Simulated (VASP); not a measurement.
VASP 6.6.1 run: InSb

INCAR

```
AMIX = 0.2
LWAVE = .FALSE.
LCHARG = .FALSE.
EDIFF = 1E-7
ISMEAR = -1
NBANDS = 16
ALGO = Normal
NSW = 0
METAGGA = R2SCAN
IBRION = -1
LASPH = .TRUE.
BMIX = 0.0001
ENCUT = 520
ISIF = 2
PREC = Accurate
SIGMA = 0.02
NELM = 76
LREAL = .FALSE.
```

KPOINTS

```
KPOINTS created by Atomic Simulation Environment
0
Monkhorst-Pack
6 6 6
0 0 0
```

POSCAR

```
In Sb
 1.0000000000000000
    -0.0000000000000000    3.2795130080708281    3.2795130080708281
     3.2795130080708281    0.0000000000000000    3.2795130080708281
     3.2795130080708281    3.2795130080708281    0.0000000000000000
 In  Sb
   1   1
Cartesian
  0.0000000000000000  0.0000000000000000 -0.0000000000000000
  1.6397565040354141  1.6397565040354141  1.6397565040354141
```

The recommended PBE PAW datasets give the neutral cell 18 valence electrons.

Command

```
mpirun -np 1 vasp_std
```

OSZICAR

```
N       E                     dE             d eps       ncg     rms          rms(c)
DAV:   1     0.734110838043E+02    0.73411E+02   -0.81317E+03   896   0.114E+03
DAV:   2    -0.440948977218E+02   -0.11751E+03   -0.11386E+03  1008   0.294E+02
DAV:   3    -0.516364186174E+02   -0.75415E+01   -0.75193E+01  1208   0.768E+01
DAV:   4    -0.518610685040E+02   -0.22465E+00   -0.22462E+00  1120   0.148E+01
DAV:   5    -0.518702704803E+02   -0.92020E-02   -0.92019E-02  1344   0.235E+00    0.513E+00
DAV:   6    -0.487681938289E+02    0.31021E+01   -0.97978E-01  1120   0.173E+01    0.362E+00
DAV:   7    -0.487549999104E+02    0.13194E-01   -0.60952E-02   992   0.173E+00    0.260E+00
DAV:   8    -0.487688553914E+02   -0.13855E-01   -0.57431E-02  1080   0.160E+00    0.116E+00
DAV:   9    -0.487694689670E+02   -0.61358E-03   -0.65910E-03  1208   0.944E-01    0.301E-01
DAV:  10    -0.487689504918E+02    0.51848E-03   -0.32326E-03  1080   0.306E-01    0.250E-01
DAV:  11    -0.487689619694E+02   -0.11478E-04   -0.25399E-04  1304   0.883E-02    0.330E-01
DAV:  12    -0.487688973846E+02    0.64585E-04   -0.26095E-04  1176   0.277E-01    0.294E-01
DAV:  13    -0.487688944128E+02    0.29718E-05   -0.17097E-05  1120   0.350E-02    0.331E-01
DAV:  14    -0.487689056994E+02   -0.11287E-04   -0.46528E-05  1184   0.109E-01    0.476E-01
DAV:  15    -0.487689001343E+02    0.55651E-05   -0.50275E-06  1200   0.340E-02    0.543E-01
DAV:  16    -0.487688992933E+02    0.84094E-06   -0.23855E-06   968   0.205E-02    0.395E-01
DAV:  17    -0.487688977836E+02    0.15097E-05   -0.15691E-06  1216   0.191E-02    0.286E-01
DAV:  18    -0.487688944957E+02    0.32879E-05   -0.35043E-06  1160   0.286E-02    0.126E-01
DAV:  19    -0.487688922674E+02    0.22283E-05   -0.19132E-06  1440   0.209E-02    0.261E-02
DAV:  20    -0.487688916963E+02    0.57108E-06   -0.17139E-07   752   0.601E-03    0.128E-03
DAV:  21    -0.487688915314E+02    0.16487E-06   -0.39638E-08   456   0.227E-03    0.438E-03
DAV:  22    -0.487688915888E+02   -0.57347E-07   -0.93445E-09   448   0.102E-03
   1 F= -.48768892E+02 E0= -.48768892E+02  d E =-.923996E-11
```

From OUTCAR

```
k-points           NKPTS =     28   k-points in BZ     NKDIM =     28   number of bands    NBANDS=     16

   NELECT =      18.0000    total number of electrons

   dimension x,y,z NGX =    36 NGY =   36 NGZ =   36
   dimension x,y,z NGXF=    72 NGYF=   72 NGZF=   72

  energy-cutoff  :      520.00
  volume of cell :       70.54
      direct lattice vectors                 reciprocal lattice vectors
     0.000000000  3.279513008  3.279513008    -0.152461661  0.152461661  0.152461661
     3.279513008  0.000000000  3.279513008     0.152461661 -0.152461661  0.152461661
     3.279513008  3.279513008  0.000000000     0.152461661  0.152461661 -0.152461661

 k-points in reciprocal lattice and weights: KPOINTS created by Atomic Simulation Env
   0.08333333  0.08333333  0.08333333       0.009
   0.25000000  0.08333333  0.08333333       0.028
   0.41666667  0.08333333  0.08333333       0.028
  -0.41666667  0.08333333  0.08333333       0.028
  -0.25000000  0.08333333  0.08333333       0.028
  -0.08333333  0.08333333  0.08333333       0.028
   0.25000000  0.25000000  0.08333333       0.028
   0.41666667  0.25000000  0.08333333       0.056
   ...

 E-fermi :   4.9278

 k-point     1 :       0.0833    0.0833    0.0833
  band No.  band energies     occupation
      1     -10.4879      2.00000
      2     -10.4834      2.00000
      3     -10.4834      2.00000
      4     -10.3939      2.00000
      5     -10.3939      2.00000
      6      -6.2850      2.00000
      7       3.3611      2.00000
      8       4.4394      2.00000
      9       4.4394      2.00000
     10       5.4220      0.00000
     11       7.8929      0.00000
     12       7.8952      0.00000
     13       7.8952      0.00000
     14      11.0563      0.00000
     15      12.6827      0.00000
     16      12.6827      0.00000

 k-point     2 :       0.2500    0.0833    0.0833
  band No.  band energies     occupation
      1     -10.5026      2.00000
      2     -10.4779      2.00000
      3     -10.4750      2.00000
      4     -10.3953      2.00000
      5     -10.3930      2.00000
      6      -5.9589      2.00000
      7       1.6066      2.00000
      8       3.5539      2.00000
      9       4.2403      2.00000
     10       6.0927      0.00000
     11       8.1852      0.00000
     12       8.2366      0.00000
     13       9.1332      0.00000
     14      11.7299      0.00000
     15      12.0834      0.00000
     16      12.6043      0.00000

 k-point     3 :       0.4167    0.0833    0.0833
  band No.  band energies     occupation
      1     -10.5229      2.00000
      2     -10.4684      2.00000
      3     -10.4670      2.00000
      4     -10.3944      2.00000
      5     -10.3925      2.00000
      6      -5.2922      2.00000
      7      -0.3441      2.00000
      8       3.0792      2.00000
      9       3.7224      2.00000
     10       5.8940      0.00000
     11       8.6601      0.00000
     12       8.6662      0.00000
     13      10.6819      0.00000
     14      12.0914      0.00000
     15      12.3673      0.00000
     16      13.8884      0.00000

 ...

  Total       -0.0250482     -0.0250482     -0.0250482      0.0000000     -0.0000000      0.0000000
  in kB       -0.5688912     -0.5688912     -0.5688912      0.0000000     -0.0000000      0.0000000
  external PRESSURE =      -0.5688912 kB  Pullay stress =       0.0000000 kB

 POSITION                                       TOTAL-FORCE (eV/Angst)
 -----------------------------------------------------------------------------------
      0.00000      0.00000      0.00000        -0.000000     -0.000000     -0.000000
      1.63976      1.63976      1.63976         0.000000      0.000000      0.000000
 -----------------------------------------------------------------------------------
    total drift:                               -0.000001     -0.000001     -0.000001

  FREE ENERGIE OF THE ION-ELECTRON SYSTEM (eV)
  ---------------------------------------------------
  free  energy   TOTEN  =       -48.7688915888 eV

  energy  without entropy=      -48.7688915888  energy(sigma->0) =      -48.76889159
```

It converged. Results: gap between bands v and c on the k mesh 0.90 eV; least direct gap on the k mesh 0.98 eV; pressure -0.1 GPa. Band v is the last that the valence electrons fill when counted band by band, and c is the next.

The shifted mesh misses Γ, so a band edge there is missed.

For comparison, a separate r²SCAN run of the intended cell, on usual settings and not on those above, gives a gap of 0.01 eV on its mesh and a pressure of 0.0 GPa.

The run above took about 2.5 min on one core of a shared host (Intel Xeon Platinum 8488C) and held 0.23 GiB at most.
